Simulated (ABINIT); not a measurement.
The system is WC (Qusongite).

```
W C
1.0
     2.88321    0.00000    0.00000
    -1.44161    2.49693    0.00000
     0.00000    0.00000    2.80915
W C
1 1
Direct
  0.00000 0.00000 0.00000
  0.66667 0.33333 0.50000
```

The cell isn't the ideal one: cell relaxed at zero pressure by an earlier run.

| Item | Value |
| --- | --- |
| Program | ABINIT 10.8.3 (patched build) |
| Task | phonon dispersion |
| Functional | LDA |
| Potentials or basis | PseudoDojo NC SR LDA v0.4.1 standard |
| Cutoff | 1116 eV |
| k mesh | 8 × 8 × 6, shifted |
| Occupations | fermi-dirac, width 0.05 eV |
| Spin | no spin polarisation |
| Cutoff smearing ecutsm (Ha) | 0.5 |
| Stop of the response cycle (tolvrs) | 1e-09 |
| q mesh | 2 × 2 × 2 |
| Acoustic sum rule (asr) | 1 |

Question: Is this structure dynamically stable at this level, and how far does the spectrum reach?

Answer: Yes, as far as this q mesh shows: no mode on the path is imaginary. The highest frequency is 774 cm⁻¹.

Phonon frequencies at the corners of the path (cm⁻¹, interpolated; i marks imaginary ones):
```
point              frequencies
    Γ        0 0 0 595 649 649
    M  174 194 273 622 660 720
    K  207 239 245 668 674 676
    A  181 181 297 550 550 774
    L  219 238 257 654 687 713
    H  229 238 251 682 687 705
```

Phonon states per cell in windows of 50 cm⁻¹ (negative: imaginary):
| from (cm⁻¹) | total |
| --- | --- |
| 0 | 0.01 |
| 50 | 0.06 |
| 100 | 0.22 |
| 150 | 0.80 |
| 200 | 1.43 |
| 250 | 0.52 |
| 300 | 0.00 |
| 350 | 0.00 |
| 400 | 0.00 |
| 450 | 0.00 |
| 500 | 0.00 |
| 550 | 0.11 |
| 600 | 0.94 |
| 650 | 1.43 |
| 700 | 0.46 |
| 750 | 0.03 |

A q mesh this small can miss soft modes between its points.

Caveat: the k mesh is coarse (spacing up to 0.37 Å⁻¹), so the values aren't converged; the mesh is coarse for a metal's response; the q mesh is small, so phonon branches between its points and thermal values are rough.
